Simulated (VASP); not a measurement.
A run of VASP 6.6.1:

The input POSCAR:

```
SnSe2
1.0
    3.8110000000      0.0000000000      0.0000000000
   -1.9055000000      3.3004228138      0.0000000000
    0.0000000000      0.0000000000      6.1360000000
Sn Se
1 2
Direct
    0.0000000000      0.0000000000      0.0000000000
    0.3333333333      0.6666666667      0.2490000000
    0.6666666667      0.3333333333      0.7510000000
```

The input INCAR.step1:

```
SYSTEM = SnSe2
  PREC = Accurate
  ENCUT = 600
  ISMEAR = 0
  SIGMA = 0.02
  LREAL = .False.
  LASPH = .True.
  NELM = 100
  GGA = PE
  ALGO = Normal
  EDIFF = 1E-4
  LWAVE = .True.
  LCHARG = .False.
```

File INCAR.step2:

```
SYSTEM = SnSe2
  PREC = Accurate
  ENCUT = 600
  EDIFF = 1E-6
  ISMEAR = 0
  SIGMA = 0.02
  LREAL = .False.
  LASPH = .True.
  NELM = 100
  ALGO = Normal
  ISIF = 3
  LWAVE = .False.
  LCHARG = .False.
  METAGGA = R2SCAN
  LMIXTAU = .True.
  IBRION = 2
  NSW = 90
  EDIFFG = -0.02
  ISTART = 1
```

Contents of KPOINTS:

```
Automatic mesh
0
Gamma
  6 6 4
  0 0 0
```

Potentials or basis: VASP PAW PBE potentials, release 64 (Sn_d, Se).

The run is started by

```console
$ cat potpaw_PBE.64/Sn_d/POTCAR potpaw_PBE.64/Se/POTCAR > POTCAR
$ cp INCAR.step1 INCAR
$ mpirun -np 1 vasp_std > vasp.out
$ cp INCAR.step2 INCAR
$ mpirun -np 1 vasp_std > vasp.out
```

Hardware: 1 thread of AMD EPYC 9R45 (Zen 5), with other jobs on the host.

How long does it take, and how much memory?

It took 13 min on 1 thread of AMD EPYC 9R45 (Zen 5), with other jobs on the host, peak memory 0.22 GiB. Counts: scf iterations 110, k points 24, ion steps 11.
